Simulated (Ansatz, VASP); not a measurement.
Two plane-wave programs on MgO

```
CELL_PARAMETERS angstrom
0.00000 2.10217 2.10217
2.10217 0.00000 2.10217
2.10217 2.10217 0.00000
ATOMIC_POSITIONS crystal
Mg 0.00000 0.00000 0.00000
O 0.50000 0.50000 0.50000
```

Alike in both runs: functional r2SCAN; k mesh 20 × 20 × 20; occupations fermi-dirac, width 0.1 eV; no spin polarisation.

Ansatz relaxed the structure, and its values are those at the end. VASP's run is a single point on that final structure, the one shown.

```csv
,VASP,Ansatz
version,VASP 6.6.1,Ansatz 0.2.0
potentials or method,"VASP PAW PBE potentials, release 64 (Mg, O)","PAW with Ansatz's default frozen-core files, scalar-relativistic"
plane-wave cutoff (eV),520,500
valence electrons in the cell,8,16
```

Ansatz gave:

| Item | Value |
| --- | --- |
| pressure (GPa) | 0.0 |

Problem. Which values does VASP return?

Solution. Pressure (GPa): -1.1.

The two sets of potentials don't hold the same shells in valence.

Caveats: the PAW data sets were made with another functional, which shifts forces and pressure a little (VASP). A k mesh can miss the band edges.
